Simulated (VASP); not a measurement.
AlP:

```
Al P
1.0
     0.00000    2.72550    2.72550
     2.72550    0.00000    2.72550
     2.72550    2.72550    0.00000
Al P
1 1
Direct
  0.00000 0.00000 0.00000
  0.25000 0.25000 0.25000
```

Base run:

```yaml
Program: VASP 6.6.1
Functional: PBEsol
Potentials_or_basis: VASP PAW PBE potentials, release 64 (Al, P)
Cutoff: 520 eV
k_mesh: 7 × 7 × 7
Occupations: fermi-dirac, width 0.02 eV
Spin: no spin polarisation
```

Its results: band gap on the k mesh 1.56 eV, indirect (least direct gap 3.24 eV); pressure 1.0 GPa.

The run is repeated on the same cell with these changes: functional from PBEsol to HSE06; k mesh from 7 × 7 × 7 to 5 × 5 × 5. What comes out?

Band gap on the k mesh 2.55 eV, indirect (least direct gap 4.30 eV); pressure 1.1 GPa.

Several settings changed at once, so the effect can't be laid on one alone.

Caveats: the PAW data sets were made with another functional, which shifts forces and pressure a little; an odd mesh through Γ misses points on the zone boundary, where band edges often lie.
